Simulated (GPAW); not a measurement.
Write an ASE script for GPAW 26.7.0 that does the following.

| Property | Result |
| --- | --- |
| Task | band structure |
| Functional | OLYP |
| Potentials or basis | PAW data sets generated in the run's folder for this functional |
| Cutoff | 800 eV |
| Basis | pw |
| k mesh | 7 × 7 × 4 |
| Occupations | fermi-dirac, width 0.05 eV |
| Spin | spin-orbit coupling, no magnetisation |
| Eigensolver | davidson |
| Maxiter | 150 |
| Band path | GMKGALHA,LM,KH |
| Band points | 100 |
| spin axis theta (degrees) | 0 |
| spin axis phi (degrees) | 0 |
| Soc after scf | second variation |

The system is GaN.

```xyz
4
Lattice="3.1800 0.0000 0.0000 -1.5900 2.7540 0.0000 0.0000 0.0000 5.1660" Properties=species:S:1:pos:R:3 pbc="T T T"
Ga    1.5900    0.9180    2.5830
Ga    0.0000    1.8360    0.0000
N     1.5900    0.9180    4.5203
N     0.0000    1.8360    1.9373
```

The input as run:

run.py

```python
import numpy as np
from ase import Atoms
from ase.dft.bandgap import bandgap
from ase.io import write
from ase.units import GPa
from gpaw import GPAW, PW, setup_paths
from gpaw.spinorbit import soc_eigenstates

setup_paths.insert(0, '.')

atoms = Atoms(['Ga', 'Ga', 'N', 'N'],
              cell=[[3.18, 0.0, 0.0],
                    [-1.59, 2.753960784, 0.0],
                    [0.0, 0.0, 5.166]],
              scaled_positions=[[0.6666666667, 0.3333333333, 0.5],
                                [0.3333333333, 0.6666666667, 0.0],
                                [0.6666666667, 0.3333333333, 0.875],
                                [0.3333333333, 0.6666666667, 0.375]],
              pbc=True)

calc = GPAW(mode=PW(800),
            xc='GGA_X_OPTX+GGA_C_LYP',
            kpts={'size': (7, 7, 4), 'gamma': True},
            occupations={'name': 'fermi-dirac', 'width': 0.05},
            nbands=18,
            convergence={'density': 1e-05, 'energy': 1e-05},
            eigensolver='davidson',
            maxiter=150,
            txt='gpaw.txt')
atoms.calc = calc
energy = atoms.get_potential_energy()
forces = atoms.get_forces()
stress = atoms.get_stress()
calc.write('gs.gpw')
write('result.traj', atoms)
print(f'Energy: {energy:.6f} eV')
print('Forces (eV/A):')
print(forces.round(4))
print('Stress (GPa):', (stress / GPa).round(3))
print('Fermi level:', round(calc.get_fermi_level(), 4), 'eV')
print(f'Gap: {bandgap(calc)[0]:.4f} eV, direct: {bandgap(calc, direct=True)[0]:.4f} eV')

path = atoms.cell.bandpath('GMKGALHA,LM,KH', npoints=100, eps=1e-4)
bs_calc = calc.fixed_density(kpts=path, symmetry='off', nbands=29,
                             convergence={'bands': 'CBM+6.0', 'eigenstates': 1e-6}, txt='bands.txt')
bs = bs_calc.band_structure()
bs.write('bs.json')
print(f'Gap on the path: {bandgap(bs_calc)[0]:.4f} eV')

soc = soc_eigenstates(bs_calc, theta=0, phi=0)
np.savetxt('soc_bands.dat', soc.eigenvalues(), fmt='%.4f')
mesh = soc_eigenstates('gs.gpw', theta=0, phi=0)
np.savetxt('soc_mesh.dat', mesh.eigenvalues(), fmt='%.4f')
print('Fermi level with spin-orbit coupling:', round(mesh.fermi_level, 4), 'eV')
```

Potentials or basis: PAW data sets generated in the run's folder for this functional, pw.

The run is started by

```bash
$ gpaw-setup -f GGA_X_OPTX+GGA_C_LYP Ga N
$ OMP_NUM_THREADS=1 python run.py
```

It gave:

| Property | Result |
| --- | --- |
| Pressure | 15.9 GPa |
| Largest force | 0.195 eV/Å |
| Band gap on the k mesh | 2.25 eV, direct |
| Band gap along the path | 2.25 eV, direct |

Caveat: spin-orbit coupling was added after a scalar SCF, so levels and gaps hold it while energy, forces, pressure and moments don't; this program's spin-orbit splittings come out too wide for heavy elements; so large a pressure means that the cell lies far from this level's equilibrium, or that cutoff or potentials fall short.

It took 74 s on 1 thread of Arm Neoverse V1 (shared host), peak memory 0.39 GiB.
